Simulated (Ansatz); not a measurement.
## TaN: where the heat goes in a short trajectory

Level of theory: DFT PBE, scalar-relativistic, plane waves, PAW in Ansatz 0.2.0. The runs took a 420 eV cutoff, a shifted (0.0, 0.0, 0.5 steps) 3×3×4 mesh and Fermi–Dirac smearing (0.05 eV). The mesh is coarse. Spin–orbit coupling is left out, which can shift energies with elements as heavy as these. No spin polarisation.

16 atoms start on the lattice sites below (V = 174.4 Å³, 1.00 times the source cell's; static pressure -0.37 GPa, largest force component 0.00 eV/Å) with velocities drawn for 150 K; Langevin thermostat aiming at the same temperature, fixed cell, 74 steps of 2 fs.

```
CELL_PARAMETERS angstrom
2.91710 -5.05257 0.00000
-5.83420 0.00000 0.00000
0.00000 0.00000 -5.91485
ATOMIC_POSITIONS crystal
Ta 0.50000 0.50000 0.00000
Ta 0.00000 0.50000 0.00000
Ta 0.50000 0.00000 0.00000
Ta 0.00000 0.00000 0.00000
Ta 0.50000 0.50000 0.50000
Ta 0.00000 0.50000 0.50000
Ta 0.50000 0.00000 0.50000
Ta 0.00000 0.00000 0.50000
N 0.16667 0.33333 0.75000
N 0.66667 0.33333 0.75000
N 0.16667 0.83333 0.75000
N 0.66667 0.83333 0.75000
N 0.33333 0.16667 0.25000
N 0.83333 0.16667 0.25000
N 0.33333 0.66667 0.25000
N 0.83333 0.66667 0.25000
```

```csv
t (fs),T (K),kinetic energy (meV/atom),potential energy over the first frame (meV/atom),P with the kinetic part (GPa)
0.0,141,18.2,0.0,-0.19
10.0,102,13.1,7.1,0.07
20.0,105,13.6,13.4,0.38
30.0,138,17.9,13.5,0.48
40.0,148,19.1,15.6,0.63
50.0,100,13.0,21.4,1.00
60.0,151,19.5,21.5,1.07
70.0,170,22.0,19.4,0.86
80.0,140,18.1,19.9,0.76
90.0,142,18.4,20.2,0.71
100.0,110,14.3,20.4,0.72
110.0,130,16.7,17.3,0.69
120.0,160,20.7,18.8,0.69
130.0,134,17.4,21.1,0.70
140.0,158,20.4,23.0,0.90
```

T counts 3N degrees of freedom. Means over every step of the second half, not only the rows shown: T = 140 K, kinetic energy 18.1 meV/atom, potential energy 20.2 meV/atom, P = 0.75 GPa.

Does the potential energy follow equipartition for harmonic vibrations?

In a harmonic crystal each vibration holds as much potential as kinetic energy on average; T is counted on all 3N degrees of freedom here, and the thermostat also drives the centre of mass, which has no potential energy, so the share is (N − 1)/N of the kinetic energy, 17.0 meV/atom. The run has 20.2, a ratio of 1.19. That is near one, as for a crystal vibrating about its sites. So short a run gives a rough mean. Electronic entropy is part of the potential energy at this smearing.

Split the rise of pressure into the kinetic part and the rest. Can a thermal Grüneisen parameter be estimated?

The program counts the kinetic part as N k_B T/V = 0.18 GPa. The pressure lies 1.12 GPa over the static one in all, so the forces add 0.94 GPa. For a harmonic mode with ω ∝ V^(−γ) and an amplitude that scales with the cell, the forces add (2γ − 2/3)U/V, which needs no equipartition; when U equals the kinetic energy K, this and the kinetic part 2K/(3V) sum to the Mie–Grüneisen γE_th/V. With U = N × 20.2 meV, γ = 1/3 + V ΔP_forces/(2U) = 1.91, for harmonic vibrations a mean over the modes weighted by their potential energy, for uniform scaling of the cell (in a layered or otherwise anisotropic crystal this differs from γ under hydrostatic pressure). Most solids fall between 1 and 3, and tetrahedral, framework and layered ones often lower; anharmonic motion and pressure swings in a cell of 16 atoms make this value uncertain by tenths or more.

Cost: 1 run of about 42 core-minutes (earlier runs that led there not counted), on Intel Xeon Processor @ 2.50GHz (Skylake/Cascade Lake) (shared hosts).

The atoms start at rest positions, so all the initial heat is kinetic. Within 10 fs part of it has become potential energy, and the thermostat then replaces what was lost: the potential energy climbs to about 20 meV/atom while the temperature ends near where it began.

Pressure rises because Ta–N and Ta–Ta contacts resist compression more steeply than extension, so vibration in a fixed cell pushes outward. It follows the potential energy only loosely: 21.5 meV/atom goes with 1.07 GPa at 60 fs, but 21.1 with 0.70 GPa at 130 fs. This suggests that the pressure also depends on which modes hold the energy, as expected when their Grüneisen parameters differ.

The nuclei move classically, whereas in the real crystal at this temperature the stiff modes dominated by light N would be mostly in their ground state. The Grüneisen value therefore probably weights them more than a measured thermal expansion would. Staying above the starting energy doesn't establish that this NiAs-type arrangement is stable against slow distortions or against other TaN polymorphs.
